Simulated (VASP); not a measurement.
## VASP inputs for KCl (strained zincblende)

INCAR

```
LASPH = .TRUE.
NSW = 0
LWAVE = .FALSE.
NBANDS = 15
LREAL = .FALSE.
EDIFF = 1E-7
NELM = 120
IBRION = -1
ISIF = 2
GGA = PE
PREC = Accurate
ISMEAR = -1
SIGMA = 0.02
LCHARG = .FALSE.
ENCUT = 520
```

KPOINTS

```
KPOINTS created by Atomic Simulation Environment
0
Gamma
6 6 6
0 0 0
```

KPOINTS_OPT

```
special points
7
Reciprocal
0.0000000000 0.0000000000 0.0000000000 1
-0.5000000000 -0.5000000000 0.0000000000 1
-0.3750000000 -0.3750000000 0.2500000000 1
-0.3750000000 0.0000000000 0.3750000000 1
0.0000000000 0.0000000000 0.5000000000 1
-0.5000000000 -0.2500000000 0.2500000000 1
0.0000000000 0.5000000000 0.5000000000 1
```

POSCAR

```
K  Cl
 1.0000000000000000
    -0.0116909428000000    3.4955918876999998    3.4955918876999998
     3.4955918876999998   -0.0116909428000000    3.4955918876999998
     3.4955918876999998    3.4955918876999998   -0.0116909428000000
 K   Cl
   1   1
Cartesian
 -0.0015126629294880 -0.0015126629294880 -0.0015126629294880
  1.7463858710794884  1.7463858710794884  1.7463858710794884
```

VASP ran with the recommended PBE PAW datasets (16 valence electrons in the cell).

Question: What does this run give?

Answer: gap between bands v and c 4.78 eV; least direct gap 4.82 eV; pressure 0.4 GPa.

Band v is the last that the valence electrons fill when counted band by band, and c is the next. Levels in eV from the top of v:

```csv
point,v−1,v,c,c+1
Γ,-0.04,-0.04,4.78,9.38
X,0.00,0.00,6.69,7.70
K,-0.11,0.00,6.88,7.74
L,-0.01,-0.01,7.29,7.43
W,-0.18,-0.01,6.89,7.69
```
